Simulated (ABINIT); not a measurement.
An input for ABINIT 10.8.3 (CaSe (Fm-3m)):

```
acell 3*1.0 Angstrom
rprim 
  -0.000000000000 2.956000000000 2.956000000000
  2.956000000000 -0.000000000000 2.956000000000
  2.956000000000 2.956000000000 -0.000000000000
ntypat 2
znucl 20 34
natom 2
typat 1 2
xred 
  0.000000000000 0.000000000000 0.000000000000
  0.500000000000 0.500000000000 0.500000000000
pp_dirpath "pseudos"
pseudos "Ca.upf, Se.upf"
ecut 48
ngkpt 4 4 4
nshiftk 1
shiftk 0 0 0
kptopt 1
chksymbreak 0
istwfk *1
occopt 1
irdwfk 1
optdriver 4
nband 56
gwcalctyp 28
ecutsigx 48
symsigma 0
nkptgw 8
kptgw 
  0.0000000000 0.0000000000 0.0000000000
  0.2500000000 0.0000000000 0.0000000000
  0.5000000000 0.0000000000 0.0000000000
  0.2500000000 0.2500000000 0.0000000000
  0.5000000000 0.2500000000 0.0000000000
  -0.2500000000 0.2500000000 0.0000000000
  0.5000000000 0.5000000000 0.0000000000
  -0.2500000000 0.5000000000 0.2500000000
bdgw 
  15 23
  15 23
  15 23
  15 23
  15 23
  15 23
  15 23
  15 23
ecuteps 4
irdscr 1
ppmodel 1
irdqps 1
rhoqpmix 0.3
indata_prefix "in"
outdata_prefix "out"
tmpdata_prefix "tmp"
```

The database entry behind the starting cell differs from later determinations by our own check (0.1 to 0.3 % short, probably kX units), so it need not match the best structure at ambient conditions.

```sh
OMP_NUM_THREADS=1 mpirun -n 4 abinit run.abi > log
```

Question: How long will it take on 4 MPI ranks of Arm Neoverse V2, shared host, and how much memory?

It took 68 s; on shared hardware allow 34 s to 2.3 min. Peak host memory was 1.5 GiB.

[Paths, hosts, dates, memory and timing lines, banners, echoed tables and standing remarks are left out of the program output.]

[Logs are printed without paths, hosts, clocks, repeated set-up lines and the standing remarks that a program may print on its own settings, such as how far it seeks lower states.]

[Runs of the session that timed out or met a known fault of the program may be left out.]

[Hosts, paths, dates, database ids (printed as entryN), source tags and the programs' standing remarks are cut or masked in the printed files.]

[G0W0 gaps are taken among the corrected bands and points alone; a level outside them can change the order at an edge.]

[Where Ansatz stands beside ABINIT at settings called matched, ABINIT's density can come from a denser mesh and the files from another edition; pairs whose starting gaps differed by over 0.03 eV were left out, so agreement reads better than it is.]
